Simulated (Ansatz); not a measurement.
Worked example: the enthalpy of C4H10O → C4H8 + H2O

Species: C4H10O (1-butanol) `CCCCO`, singlet; C4H8 (1-butene) `C=CCC`, singlet; H2O (water) `O`, singlet. 

Shapes, held fixed at every level: PBE0-D4/def2-TZVP. Flexible molecules stand in one conformer, not always the lowest. Programs: Ansatz 0.2.0. The zero-point and thermal terms to 298 K, harmonic and unscaled (PBE0-D4/def2-TZVP), stand in the table.

At MP2/def2-SVP; 1 Eh = 2625.50 kJ/mol:

| species | energy (Eh) | H(298 K) − E (kJ/mol) | tabulated ΔfH (kJ/mol) |
| --- | --- | --- | --- |
| C4H10O | -232.746265 | 381.0 | -274.9 |
| C4H8 | -156.556675 | 301.2 | 0.0 |
| H2O | -76.162079 | 66.4 | -241.8 |

Problem. Work out the reaction enthalpy at 298 K from the calculation and from the table of heats.

Solution. 
1. Electronic: (-156.556675) + (-76.162079) − [(-232.746265)] = 0.027511 Eh = +72.2 kJ/mol.
2. Zero-point and thermal: (301.2) + (66.4) − [(381.0)] = -13.4 kJ/mol.
3. Computed ΔH = +58.8 kJ/mol.
4. From the heats of formation (Active Thermochemical Tables, CRC Handbook of Chemistry and Physics): (0.0) + (-241.8) − [(-274.9)] = +33.1 kJ/mol.
5. Computed less tabulated: +25.7 kJ/mol. Tabulated heats carry uncertainties of their own.
